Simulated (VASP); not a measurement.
# PtS2 (P-3m1) in VASP: notebook, part 2 of 2

VASP 6.6.1.

## Step 3: G0W0 quasiparticle levels, PBE

POSCAR

```
PtS2
1.0
    3.5432000000      0.0000000000      0.0000000000
   -1.7716000000      3.0685012107      0.0000000000
    0.0000000000      0.0000000000      5.0388000000
Pt S
1 2
Direct
    0.0000000000      0.0000000000      0.0000000000
    0.6666666667      0.3333333333      0.7730000000
    0.3333333333      0.6666666667      0.2270000000
```

INCAR.step1

```
SYSTEM = PtS2
PREC = Accurate
ENCUT = 450
EDIFF = 1E-8
ISMEAR = 0
SIGMA = 0.01
LREAL = .False.
LASPH = .True.
NELM = 80
ALGO = Fast
LWAVE = .True.
LCHARG = .False.
GGA = PE
```

INCAR.step2

```
SYSTEM = PtS2
PREC = Accurate
ENCUT = 450
EDIFF = 1E-8
ISMEAR = 0
SIGMA = 0.01
LREAL = .False.
LASPH = .True.
NELM = 1
ALGO = Exact
LWAVE = .True.
LCHARG = .False.
GGA = PE
NBANDS = 339
LOPTICS = .True.
ISTART = 1
```

INCAR.step3

```
SYSTEM = PtS2
PREC = Accurate
ENCUT = 450
EDIFF = 1E-8
ISMEAR = 0
SIGMA = 0.01
LREAL = .False.
LASPH = .True.
ALGO = EVGW0
LWAVE = .False.
LCHARG = .False.
GGA = PE
NELMGW = 1
NBANDS = 339
ENCUTGW = 50
NOMEGA = 48
PRECFOCK = Fast
ISTART = 1
NBANDSGW = 19
```

KPOINTS

```
regular mesh
0
Gamma
  3 3 2
  0 0 0
```

Potentials or basis: VASP PAW PBE potentials, release 64 (Pt_GW, S_GW).

Run with:

```
$ cat potpaw_PBE.64/Pt_GW/POTCAR potpaw_PBE.64/S_GW/POTCAR > POTCAR
$ cp INCAR.step1 INCAR
$ mpirun -np 1 vasp_std > vasp.out
$ cp INCAR.step2 INCAR
$ mpirun -np 1 vasp_std > vasp.out
$ cp INCAR.step3 INCAR
$ mpirun -np 1 vasp_std > vasp.out
```

OUTCAR:

```text
SYSTEM = PtS2
   PREC = Accurate
   ENCUT = 450
   EDIFF = 1E-8
   ISMEAR = 0
   LREAL = .False.
   LASPH = .True.
   GGA = PE
   NELMGW = 1
   ENCUTGW = 50
   PRECFOCK = Fast
   ISTART = 1

 Found      6 irreducible k-points:

 Following reciprocal coordinates:
            Coordinates               Weight
  0.000000  0.000000  0.000000      1.000000
  0.333333 -0.000000  0.000000      6.000000
  0.333333  0.333333  0.000000      2.000000
  0.000000  0.000000  0.500000      1.000000
  0.333333 -0.000000  0.500000      6.000000
  0.333333  0.333333  0.500000      2.000000
   k-points           NKPTS =      6   k-points in BZ     NKDIM =     18   number of bands    NBANDS=    339
   number of dos      NEDOS =    301   number of ions     NIONS =      3
   total plane-waves  NPLWV =  28224
   dimension x,y,z NGX =    28 NGY =   28 NGZ =   36
   dimension x,y,z NGXF=    56 NGYF=   56 NGZF=   72
   ions per type =               1   2
   NGX,Y,Z   is equivalent  to a cutoff of  13.14, 13.14, 11.88 a.u.
   NGXF,Y,Z  is equivalent  to a cutoff of  26.28, 26.28, 23.76 a.u.
 SYSTEM =  PtS2
   PREC   = accura    normal or accurate (medium, high low for compatibility)
   ISTART =      1    job   : 0-new  1-cont  2-samecut
   ICHARG =      0    charge: 1-file 2-atom 10-const
   ISPIN  =      1    spin polarized calculation?
   LNONCOLLINEAR =      F non collinear calculations
   LSORBIT =      F    spin-orbit coupling
   LASPH  =      T    aspherical Exc in radial PAW
   ENCUT  =  450.0 eV  33.07 Ry    5.75 a.u.   6.13  6.13  8.72*2*pi/ulx,y,z
   NELM   =     60;   NELMIN=  2; NELMDL=  0     # of ELM steps
   EDIFF  = 0.1E-07   stopping-criterion for ELM
   LREAL  =      F    real-space projection
   EDIFFG = 0.1E-06   stopping-criterion for IOM
   NSW    =      0    number of steps for IOM
   IBRION =     -1    ionic relax: 0-MD 1-quasi-New 2-CG
   NFREE  =      0    steps in history (QN), initial steepest desc. (CG)
   ISIF   =      0    stress and relaxation
   ISYM   =      3    0-nonsym 1-usesym 2-fastsym
   POTIM  = 0.5000    time-step for ionic-motion
   TEBEG  =    0.0;   TEEND  =   0.0 temperature during run
   PSTRESS=    0.0 pullay stress
   NELECT =      22.0000    total number of electrons
   NUPDOWN=      -1.0000    fix difference up-down
   EMIN   =  10.00;   EMAX   =-10.00  energy-range for DOS
   EFERMI =   0.00;   METHOD = LEGACY
   ISMEAR =     0;   SIGMA  =   0.01  broadening in eV -4-tet -1-fermi 0-gaus
   EFERMI_NEDOS =   21; number of points for ismear=-14 and -15
   IALGO  =     38    algorithm
   IMIX   =      4    mixing-type and parameters
     AMIX     =   0.40;   BMIX     =  1.00
     AMIX_MAG =   1.60;   BMIX_MAG =  1.00
  volume/ion in A,a.u.               =      18.26       123.23
  Fermi-wavevector in a.u.,A,eV,Ry     =   1.207812  2.282434 19.848315  1.458810
  Thomas-Fermi vector in A             =   2.343439
   LORBIT       =      0    0 simple, 1 ext, 2 COOP (PROOUT), +10 PAW based schemes
   GGA     = PE    functional components
   LHFCALC =     T    Hartree Fock is set to
   PRECFOCK=fast      Normal, Fast or Accurate (Low or Medium for compatibility)
   ENCUT4O =  -1.0   cutoff for four orbital integrals eV
   NKREDX  =     1    reduce k-point grid by
   NKREDY  =     1    reduce k-point grid by
   NKREDZ  =     1    reduce k-point grid by
   AEXX    =    1.0000 exact exchange contribution
   HFSCREEN=    0.0000 screening length (either q_TF or 0.3 A-1)
   HFSCREENC=   0.0000 screening length for correlation (either q_TF or 0.3 A-1)
   ENCUTFOCK=  -1.0 apply spherical cutoff to Coloumb kernel
   IVDW    =     0    specifies the selected vdW correction
   LEPSILON=     F    determine dielectric tensor
   LRPA    =     F    only Hartree local field effects (RPA)
   LRPAFORCE           =     F    calculate RPA forces
   ENCUTGW             =  50.0    cutoff for response function in eV
   ENCUTGWSOFT         =  40.0    soft cutoff for Coulomb kernel in GW response function in eV
   ENCUTLF             =  -1.0    cutoff for local field effects
   NELMGW              =     1    number of iterations in solving QP/BSE equation
   NELMHF              =     1    number of iterations in the inner HF iteration
   NKREDLFX            =     1    NKREDLFY  =   1   NKREDLFZ  =   1
 non-spin polarized calculation
 Gauss-broadening in eV      SIGMA  =   0.01
  energy-cutoff  :      450.00
  volume of cell :       54.78
 maximum number of plane-waves:      1206
 NGX is ok and might be reduce to    28
  NGX = 14; NGY = 14; NGZ = 20
   NGX = 13   NGY = 13   NGZ = 17
 maximum number of plane-waves:        48
 NGX is ok and might be reduce to    10

 QP shifts <psi_nk| G(iteration)W_0 |psi_nk>: iteration 1
 for sc-GW calculations column KS-energies equals QP-energies in previous step
 and V_xc(KS)=  KS-energies - (<T + V_ion + V_H > + <T+V_H+V_ion>^1  + <V_x>^1)

 k-point   1 :       0.0000    0.0000    0.0000
  band No.  KS-energies  QP-energies   sigma(KS)   V_xc(KS)     V^pw_x(r,r')   Z            occupation Imag(sigma)

      1      -8.8583      -8.7353     -12.9799     -13.1654     -21.5015       0.6628       2.0000       1.4620
      2      -5.6147      -5.6665     -14.0943     -14.0192     -21.2110       0.6909       2.0000       0.9556
      3      -0.3195      -0.5841     -13.5165     -13.1473     -18.0531       0.7165       2.0000       0.4452
      4      -0.3195      -0.5841     -13.5165     -13.1473     -18.0531       0.7165       2.0000       0.4452
      5      -0.2002      -0.5845     -12.5273     -11.9899     -17.6610       0.7151       2.0000       0.6942
      6       2.7435       2.2731     -13.5750     -12.9226     -18.0346       0.7209       2.0000       0.2591
[... 11 lines left out ...]
     18      18.6471      19.2701     -10.8943     -11.6952      -5.1190       0.7780       0.0000      -0.4573
     19      19.2652      19.9067     -11.5234     -12.3672      -5.7558       0.7603       0.0000      -0.4536
[... 96 lines left out ...]
      1      -6.5646      -6.5855     -13.9424     -13.9109     -21.4622       0.6647       2.0000       0.9808
      2      -6.5646      -6.5855     -13.9424     -13.9109     -21.4622       0.6647       2.0000       0.9808
      3       0.1606      -0.2612     -12.8287     -12.2537     -17.2949       0.7335       2.0000       0.4657
      4       0.1606      -0.2612     -12.8287     -12.2537     -17.2949       0.7335       2.0000       0.4657
      5       0.2053       0.0010     -13.0647     -12.7885     -17.2707       0.7398       2.0000       0.4802
      6       2.3310       2.1060     -13.5706     -13.2654     -17.4451       0.7372       2.0000       0.3377
[... 11 lines left out ...]
     18      17.2992      17.7004     -10.6276     -11.1542      -5.1630       0.7618       0.0000      -0.3026
     19      17.2992      17.7004     -10.6276     -11.1542      -5.1630       0.7618       0.0000      -0.3026
```

It took 1.7 min on 1 thread of Intel Xeon Platinum 8488C (Sapphire Rapids), shared host; peak memory 0.4 GiB.

The run converged, but some of its settings lie outside the range that counts as converged, so its numbers aren't taken as properties of the crystal.

Results:

- Band gap on the k mesh, mean-field level: 1.18 eV, indirect (least direct gap 2.40 eV)
- Quasiparticle gap: 1.56 eV
- Least direct quasiparticle gap: 2.97 eV

Caveat: the k mesh is coarse (spacing up to 0.68 Å⁻¹), so the values aren't converged; bands, screening cutoff and mesh are small and nothing is extrapolated, so the quasiparticle values aren't converged; spin-orbit coupling is left out, which moves the levels of the heavy elements; an odd mesh through Γ misses points on the zone boundary, where band edges often lie.
